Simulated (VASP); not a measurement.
**CoO and the effect of the dispersion correction**

The cell as given:

```yaml
crystal:
  lattice:
    - [-1.50800, 1.50800, 2.10725]
    - [1.50800, -1.50800, 2.10725]
    - [1.50800, 1.50800, -2.10725]
  atoms:
    - { symbol: Co, position: [0.00000, 0.00000, 0.00000] }
    - { symbol: O, position: [0.50000, 0.50000, 0.00000] }
```

The cell comes from a database or a generator and needn't be the form met in nature.

Kept alike: task relaxation of cell and atoms; functional PBEsol; k mesh 9 × 9 × 9; occupations fermi-dirac, width 0.05 eV; collinear spin, ferromagnetic start. Program: VASP, PBE PAW files Co, O, 600 eV. The mesh is that of the run's cell of 2 atoms. No spin-orbit coupling.

```csv
dispersion correction,volume (Å³/atom),largest site moment (μB)
D3(zero),9.601,2.54
D3(BJ),9.608,2.54
D4,8.927,2.40
none,9.015,2.41
rVV10 (b = 20),8.975,2.41
```

The relaxations keep at least the cell's symmetry (I4/mmm). For a metal such a mesh leaves the last digits unconverged. Relaxations stop with a little pressure left, so the last digits of a volume or edge aren't settled. The runs hold the magnetic state that their start led to, which needn't be the lowest. Site moments count inside each atom's sphere or projector. All rows use potentials made for PBE.

The volume runs from 8.927 (D4) to 9.608 Å³/atom (D3(BJ)). Against no correction: D3(zero) +6.5 %; D3(BJ) +6.6 %; D4 -1.0 %; rVV10 (b = 20) -0.4 %. A larger cell runs against the usual contraction; coefficients that follow the coordination can push outwards. The largest site moment runs from 2.40 (D4) to 2.54 μB (D3(zero); D3(BJ)).
